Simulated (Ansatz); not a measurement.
**MoS2 (P-6m2), clamped-ion strain scan**

Method: DFT r2SCAN, scalar-relativistic, plane waves, PAW (Ansatz 0.2.0). Cutoff 500 eV, Γ-centred 12×12×1 k-points, Gaussian smearing of 0.05 eV. No spin polarisation. Energies are free energies at this smearing, counted from the undisturbed cell; pressure is positive in compression.

Reference structure (relaxed at this level; this form isn't the usual structure):

```
Mo S
1.0
     3.18427    0.00000    0.00000
    -1.59214    2.75766    0.00000
     0.00000    0.00000   28.41881
Mo S
3 6
Direct
  0.66667 0.33333 0.00000
  0.33333 0.66667 0.77144
  0.33333 0.66667 0.22856
  0.33333 0.66667 0.05464
  0.66667 0.33333 0.82608
  0.66667 0.33333 0.28318
  0.33333 0.66667 0.94536
  0.66667 0.33333 0.71682
  0.66667 0.33333 0.17392
```

The cell holds layers and no dispersion correction was added, so their binding is poorly described.

The cell is strained by ε times the Voigt pattern (0, 0, 0, 1, 0, 0) (xx, yy, zz, yz, xz, xy; engineering shear) with fractional coordinates fixed.

```csv
ε,ΔE (meV/atom),"stress summed along the pattern (GPa, tension positive)",pressure (GPa),gap on the mesh (eV)
-0.0600,?,-5.36,?,1.22
-0.0300,7.0,-2.68,0.1,1.25
0.0000,0.0,0.00,0.0,1.26
0.0075,0.4,0.67,0.0,1.26
0.0150,1.7,1.34,0.0,1.26
0.0225,3.9,2.01,0.1,1.25
0.0375,?,3.35,?,1.25
0.0450,15.7,4.02,0.2,1.24
0.0525,21.3,4.69,0.3,1.23
```

By symmetry 0.0600 repeats -0.0600, -0.0450 repeats 0.0450, 0.0300 repeats -0.0300, -0.0150 repeats 0.0150 in energy, with the opposite slope along the path.

Give the withheld values.

ΔE (meV/atom) at ε = -0.0600: 27.9; pressure (GPa) at ε = -0.0600: 0.4; ΔE (meV/atom) at ε = 0.0375: 10.9; pressure (GPa) at ε = 0.0375: 0.2.

Cost: 9 runs of about 11 core-minutes in all, on Oxide Virtual Turin-like Processor (Zen 5) (shared hosts).